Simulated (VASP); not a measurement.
**Pb under changes of volume**

One of the cells (30.929 Å³/atom); the others are scaled copies at fixed shape and fractional positions:

```
CELL_PARAMETERS angstrom
0.00000 2.49141 2.49141
2.49141 0.00000 2.49141
2.49141 2.49141 0.00000
ATOMIC_POSITIONS crystal
Pb 0.00000 0.00000 0.00000
```

| Item | Value |
| --- | --- |
| Program | VASP 6.6.1 |
| Functional | PBEsol |
| Potentials or basis | VASP PAW PBE potentials, release 64 (Pb_d) |
| Cutoff | 520 eV |
| k mesh | 9 × 9 × 9 |
| Occupations | fermi-dirac, width 0.05 eV |
| Spin | no spin polarisation |

```csv
volume (Å³/atom),energy over the lowest point (meV/atom),pressure (GPa)
28.503,11.60,2.7
29.110,3.53,1.4
29.716,0.00,0.3
30.929,4.48,-1.6
31.535,?,?
32.142,21.14,-3.0
```

Task: What does the run at 31.535 Å³/atom give?

Result: Energy over the lowest point 11.51 meV/atom; pressure -2.3 GPa.

Worked out: A Birch-Murnaghan fit of order 3 (a polynomial in V^(-2/3)) to the other rows has its minimum at 29.94 Å³/atom with B0 = V·E''(V) = 49 GPa and B' = 5.7. It gives 11.48 meV/atom at 31.535 Å³/atom, against the run's 11.51, and -dE/dV = -2.2 GPa, against -2.3.

Energies are extrapolated to zero smearing.

Caveats: the PAW data sets were made with another functional, which shifts forces and pressure a little.
